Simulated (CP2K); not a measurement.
Ti:

```
Ti
1.0
     2.95000    0.00000    0.00000
    -1.47500    2.55477    0.00000
     0.00000    0.00000    4.68000
Ti
2
Direct
  0.66667 0.33333 0.75000
  0.33333 0.66667 0.25000
```

Base run:

| Item | Value |
| --- | --- |
| Program | CP2K 2026.2 |
| Functional | PBE |
| Potentials or basis | POTENTIAL_UZH Ti GTH-PBE-q12; TZVP-MOLOPT-PBE-GTH basis |
| Density cutoff | 6123 eV |
| k mesh | 10 × 10 × 6 |
| Occupations | fermi-dirac, width 0.05 eV |
| Spin | no spin polarisation |

Its results: band gap on the k mesh none (metal or under the smearing width); pressure -1.3 GPa.

The run is repeated on the same cell with these changes: functional from PBE to PBEsol. What comes out?

Band gap on the k mesh none (metal or under the smearing width); pressure -5.5 GPa.

PBEsol binds more tightly than PBE, so the same cell stands under less pressure.

Caveats: the basis of atomic orbitals isn't converged, which shifts pressures, moduli and gaps; the potentials were made for another functional, which shifts forces and pressure (some runs).

Not every run made on this cell is shown here.
